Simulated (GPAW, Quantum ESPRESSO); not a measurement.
Given: the input of a run of GPAW 26.7.0 on Li2Se. 

File run.py:

```python
from ase.io import read
from gpaw import PW
from gpaw.dft import DFT

atoms = read('Li2Se.xyz')

dft = DFT(atoms,
          mode=PW(800),
          xc='PBE',
          kpts={'size': (8, 8, 8), 'gamma': True},
          occupations={'name': 'fermi-dirac', 'width': 0.05},
          nbands=12,
          convergence={'density': 1e-05, 'energy': 1e-05},
          maxiter=150,
          txt='gpaw.txt')
print(f'Energy: {dft.calculate_energy():.6f} eV')
print('Forces (eV/A):')
print(dft.calculate_forces().round(4))
print('Stress (eV/A^3):', dft.calculate_stress().round(6))
dft.write_gpw_file('gs.gpw')
```

Li2Se.xyz

```xyz
3
Lattice="0.0000000000 3.0025000000 3.0025000000 3.0025000000 0.0000000000 3.0025000000 3.0025000000 3.0025000000 0.0000000000" Properties=species:S:1:pos:R:3 pbc="T T T"
Se     0.0000000000      0.0000000000      0.0000000000
Li     4.5037500000      4.5037500000      4.5037500000
Li     1.5012500000      1.5012500000      1.5012500000
```

Potentials or basis: GPAW PAW data sets (gpaw-data 1.2.1), pw.

The run is started by

```console
$ OMP_NUM_THREADS=1 python run.py
```

**Question.** Translate it to Quantum ESPRESSO 7.5 (ASE script). Potentials or basis there: SSSP 1.3 efficiency PBE, cutoff 748 eV.

**Answer.** As run (cutoffs and basis follow the program's own potentials, and thresholds, step limits or extra output files can differ):

File run.py:

```python
import numpy as np
from ase.calculators.espresso import Espresso, EspressoProfile
from ase.io import read

atoms = read('POSCAR')

input_data = {
    'control': {'calculation': 'scf', 'prefix': 'pwscf', 'outdir': './tmp', 'tprnfor': True, 'tstress': True, 'disk_io': 'nowf'},
    'system': {'ecutwfc': 55.0, 'ecutrho': 440.0, 'nbnd': 12, 'occupations': 'smearing', 'smearing': 'fd', 'degauss': 0.00367493},
    'electrons': {'conv_thr': 6e-10, 'electron_maxstep': 120, 'mixing_beta': 0.5},
}
pseudopotentials = {'Li': 'li_pbe_v1.4.uspp.F.UPF', 'Se': 'Se_pbe_v1.uspp.F.UPF'}
profile = EspressoProfile(command='pw.x', pseudo_dir='pseudo')
dft = Espresso(profile=profile, input_data=input_data, pseudopotentials=pseudopotentials, kpts=(8, 8, 8), koffset=(0, 0, 0))
atoms.calc = dft

print(f'energy {atoms.get_potential_energy():.8f} eV')
print('forces (eV/A)')
print(np.round(atoms.get_forces(), 6))
print('stress (eV/A^3, Voigt)')
print(np.round(atoms.get_stress(), 8))
print(f'Fermi level {dft.get_fermi_level():.4f} eV')
```

POSCAR

```
Li2Se
1.0
    0.0000000000      3.0025000000      3.0025000000
    3.0025000000      0.0000000000      3.0025000000
    3.0025000000      3.0025000000      0.0000000000
Se Li
1 2
Direct
    0.0000000000      0.0000000000      0.0000000000
    0.7500000000      0.7500000000      0.7500000000
    0.2500000000      0.2500000000      0.2500000000
```

Potentials or basis: SSSP 1.3 efficiency PBE.

Launch:

```bash
$ OMP_NUM_THREADS=1 python run.py
```

Both were run:

|  | GPAW | Quantum ESPRESSO |
| --- | --- | --- |
| Pressure | 0.4 GPa | 0.1 GPa |

The potentials hold 8 and 12 valence electrons a cell.

Pressure is positive in compression.
